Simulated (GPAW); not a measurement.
# V (P-1) in GPAW: single point with PBE

Aim: the single point of V with PBE.

Everything below comes from runs of GPAW 26.7.0. Logs are shortened: lines on timing, memory, paths and dates and some standing lists are left out, and cuts for length are marked. The log counts tension as positive stress, the text compression.

**1. The cell of the first run**

The typed cell holds 1 atom: a = 2.764 Å, b = 2.587 Å, c = 2.694 Å, α = 57.81°, β = 58.52°, γ = 63.76°.

This isn't the form of V at room conditions, which is bcc.

**2. Single point, PBE, collinear spin, ferromagnetic start (cell sheared at random, sigma 0.06, atoms nudged by 0.01 Å)**

run.py

```python
from ase import Atoms
from ase.dft.bandgap import bandgap
from ase.io import write
from ase.units import GPa
from gpaw import GPAW, PW

atoms = Atoms(['V'],
              cell=[[-0.07564863, 2.04812515, 1.85486184],
                    [1.90212924, 0.02633807, 1.75287514],
                    [1.8823854, 1.92639461, 0.04608192]],
              scaled_positions=[[0.0, 0.0, 0.0]],
              pbc=True)
atoms.set_initial_magnetic_moments([3.0])

calc = GPAW(mode=PW(400),
            xc='PBE',
            kpts={'size': (9, 10, 10), 'gamma': True},
            occupations={'name': 'fermi-dirac', 'width': 0.05},
            nbands=15,
            maxiter=120,
            txt='gpaw.txt')
atoms.calc = calc
energy = atoms.get_potential_energy()
forces = atoms.get_forces()
stress = atoms.get_stress()
calc.write('gs.gpw')
write('result.traj', atoms)
print(f'Energy: {energy:.6f} eV')
print('Forces (eV/A):')
print(forces.round(4))
print('Stress (GPa):', (stress / GPa).round(3))
print('Moments:', calc.get_magnetic_moments().round(3))
print('Fermi level:', round(calc.get_fermi_level(), 4), 'eV')
print(f'Gap: {bandgap(calc)[0]:.4f} eV, direct: {bandgap(calc, direct=True)[0]:.4f} eV')
```

Potentials or basis: GPAW PAW data sets (gpaw-data 1.2.1), pw.

Launch:

```bash
OMP_NUM_THREADS=1 python run.py
```

gpaw.txt:

```text
__  _  _
 | _ |_)|_||  |
 |__||  | ||/\| - 26.7.0

Input parameters:
  mode=PW(ecut=400.0),
  kpts=MonkhorstPack(size=(9, 10, 10), gamma=True),
  maxiter=120,
  nbands=15,
  occupations=Occupations(name='fermi-dirac', width=0.05),
  xc=XC(name='PBE')

Diagonalizing LCAO Hamiltonian
Converting LCAO to pw mode

       V

Atoms  # Å, Bohr magnetons
|   | symbol |        x |        y |        z |    initial magnetic moments |
|---|--------|----------|----------|----------|-----------------------------|
| 0 |      V | 0.000000 | 0.000000 | 0.000000 | ( 0.0000,  0.0000,  3.0000) |

Unit cell  # Å
| periodic |         x |        y |        z |  lengths |    angles |
|----------|-----------|----------|----------|----------|-----------|
|      yes | -0.075649 | 2.048125 | 1.854862 | 2.764245 | 57.811030 |
|      yes |  1.902129 | 0.026338 | 1.752875 | 2.586766 | 58.518980 |
|      yes |  1.882385 | 1.926395 | 0.046082 | 2.693788 | 63.760495 |

Number of symmetries: 2
Symmetry operations  # r_c * U_cc + t_c -> r_c
|   | kind |            matrix            |
|---|------|------------------------------|
| 0 |  E   |  1, 0, 0,  0, 1, 0,  0, 0, 1 |
| 1 |  i   | -1, 0, 0,  0,-1, 0,  0, 0,-1 |

BZ-sampling:
  Number of BZ points: 900
  Number of IBZ points: 452

  Monkhorst-Pack size: [9, 10, 10]
  Monkhorst-Pack shift: [0.0, 0.05, 0.05]

K-points  # in reciprocal-cell coordinates
|     |                                coordinates |     weight |
|-----|--------------------------------------------|------------|
|   0 | (  0.00000000,   0.00000000,   0.00000000) | 0.00111111 |
|   1 | (  0.00000000,   0.00000000,   0.10000000) | 0.00222222 |
|   2 | (  0.00000000,   0.00000000,   0.20000000) | 0.00222222 |
|   3 | (  0.00000000,   0.00000000,   0.30000000) | 0.00222222 |
|   4 | (  0.00000000,   0.00000000,   0.40000000) | 0.00222222 |
|   5 | (  0.00000000,   0.00000000,   0.50000000) | 0.00111111 |
|   6 | (  0.00000000,   0.10000000,  -0.40000000) | 0.00222222 |
|   7 | (  0.00000000,   0.10000000,  -0.30000000) | 0.00222222 |
|   8 | (  0.00000000,   0.10000000,  -0.20000000) | 0.00222222 |
|   9 | (  0.00000000,   0.10000000,  -0.10000000) | 0.00222222 |
| ... |                                            |            |
| 451 | (  0.44444444,   0.50000000,   0.50000000) | 0.00222222 |

Plane wave coefficients: 255
Cutoff: 400.0 eV

Spin-components: 2 (collinear spins)
Bands:           15
Projectors:      6
Spin-degeneracy: 1
Datatype:        complex128

Parallelization:
  kpt:    1
  domain: 1
  band:   1

Density:
  Valence electrons: 13.0
  Components: 2
  Grid points: [14 12 14]
  Charge: 0.0  # |e|

Potential:
  Grid points: [14 12 14]

species:
  V:
    name:    Vanadium
    Z:       23.0
    valence: 13
    core:    10
    charge:  0.0  # [|e|]
    compensation charges:
      type: gauss
      rc: 0.37  # [Å]
      lmax: 2
    cutoffs:
      filter: 2.14  # [Å]
      core: 0.96  # [Å]
    projectors
    | kind |    occ | energy [eV] | rcut [Å] |
    |------|--------|-------------|----------|
    |   3s |  2.000 |     -70.222 |    1.254 |
    |   4s |  2.000 |      -4.702 |    1.254 |
    |   3p |  6.000 |     -44.043 |    1.281 |
    |   4p |  0.000 |      -1.444 |    1.281 |
    |   3d |  3.000 |      -5.164 |    1.169 |
    |    d |        |      22.047 |    1.169 |

    Using partial waves for V as LCAO basis

Reference energy: -25820.495562  # eV

eigensolver:
  PPCG
  Converge bands: occupied
  niter=2

density mixing:
  MSR1-Mixer
  Pratt-step length: 0.05
  Maximum mixing coefficient: 0.75
  Old densities: 10
  SVD Regularization: 0.005
  Good broyden scale: 1.0
  Trust region scale: 1.0
  Backstep threshold: 4.0
  History deletion threshold: 6.0
  Fourier metric: weight=20.0, sigma=0.015

occupation numbers:
  Fermi-Dirac:
    width: 0.0500  # eV

poisson solver:
  ecut: 3200.0  # eV

xc functional:
  name: PBE with 2 nearest neighbor stencil

convergence criteria:
- Maximum [total energy] change in last 3 cyles: 0.0005 eV / valence electron
- Maximum integral of absolute [dens]ity change: 0.0001 electrons / valence electron
- Maximum integral of absolute [eigenst]ate change: 4e-08 eV^2 / valence electron
maximum number of iterations: 120

SCF iterations
|iter     | |      energy | eigst |  dens |  magmom |
|---------|-|-------------|-------|-------|---------|
|iter:   1| |   -7.722592 | +0.15 |       |  +3.0106|
|iter:   2| |   -7.703716 | -2.79 | -0.75 |  +2.9283|
|iter:   3| |   -8.052015 | -2.19 | -0.78 |  +1.7457|
|iter:   4| |   -8.246502 | -3.11 | -1.15 |  +0.8878|
|iter:   5| |   -8.287730 | -3.64 | -1.50 |  +0.3603|
|iter:   6| |   -8.301202 | -3.20 | -1.97 |  +0.0865|
|iter:   7| |   -8.302889 | -4.06 | -2.45 |  +0.0569|
|iter:   8| |   -8.303575c| -4.14 | -2.78 |  +0.0112|
|iter:   9| |   -8.303652c| -5.01 | -3.30 |  +0.0038|
|iter:  10| |   -8.303660c| -5.89 | -3.74 |  +0.0004|
|iter:  11| |   -8.303661c| -6.75 | -4.20c|  -0.0004|
|iter:  12| |   -8.303661c| -7.62c| -4.70c|  +0.0001|

Converged in 12 steps
Energy contributions relative to reference atoms: (reference = -25820.495562)

Energy contributions:
  Kinetic:          -1.206753
  Coulomb:           0.720610
  Zero:              0.154321
  External:          0.000000
  Xc:               -7.965631
  Entropy:          -0.012418
  Spinorbit:         0.000000
  ----------------------------
  Free energy:      -8.309870
  Extrapolated:     -8.303661

dipole moment: (-8.974751, -9.681315, -8.841547)  # |e|*Ang

Total magnetic moment: (0.000000, 0.000000, 0.000059)

Local magnetic moments
|        x |        y |        z |
|----------|----------|----------|
| 0.000000 | 0.000000 | 0.000060 |  # V    0

Fermi level: 9.685
Eigenvalues  # (at kpt = [0.000, 0.000, 0.000])
| band index |      eig [eV] | occ [0-1] |      eig [eV] | occ [0-1] |
|------------|---------------|-----------|---------------|-----------|
|          0 |       -54.270 |     1.000 |       -54.270 |     1.000 |
|          1 |       -27.709 |     1.000 |       -27.709 |     1.000 |
|          2 |       -27.577 |     1.000 |       -27.577 |     1.000 |
|          3 |       -27.495 |     1.000 |       -27.495 |     1.000 |
|          4 |         2.896 |     1.000 |         2.896 |     1.000 |
|          5 |         9.278 |     1.000 |         9.278 |     1.000 |
|          6 |         9.878 |     0.021 |         9.878 |     0.021 |
|          7 |        10.663 |     0.000 |        10.663 |     0.000 |
|          8 |        11.373 |     0.000 |        11.373 |     0.000 |
|          9 |        12.185 |     0.000 |        12.185 |     0.000 |
|         10 |        27.619 |     0.000 |        27.619 |     0.000 |
|         11 |        31.259 |     0.000 |        31.259 |     0.000 |
|         12 |        33.129 |     0.000 |        33.129 |     0.000 |
|         13 |        35.516 |     0.000 |        35.516 |     0.000 |
|         14 |        35.957 |     0.000 |        35.957 |     0.000 |

No gap
No difference between direct/indirect transitions

Forces  # eV/Ang
|       x |       y |       z |
|---------|---------|---------|
| 0.00000 | 0.00000 | 0.00000 |  # V    0

Stress tensor  # eV/Ang^3
|         x |         y |         z |
|-----------|-----------|-----------|
| -0.043860 | -0.007621 | -0.004560 |
| -0.007621 | -0.065863 |  0.013660 |
| -0.004560 |  0.013660 |  0.047460 |

# Writing to gs.gpw (mode='')
```

Wall time 2 min (1 thread of Arm Neoverse V1, shared host); peak memory 0.2 GiB.

The run converged, but some of its settings lie outside the range that counts as converged, so its numbers aren't taken as properties of the crystal.

Results:

* Free energy: -8.3099 eV
* Pressure: 3.3 GPa
* Band gap on the k mesh: none (metal or under the smearing width)
* Net moment: 0.00 μB per cell

Caveat: the cutoff is short for stress and forces, so pressures can be off by a GPa or more.
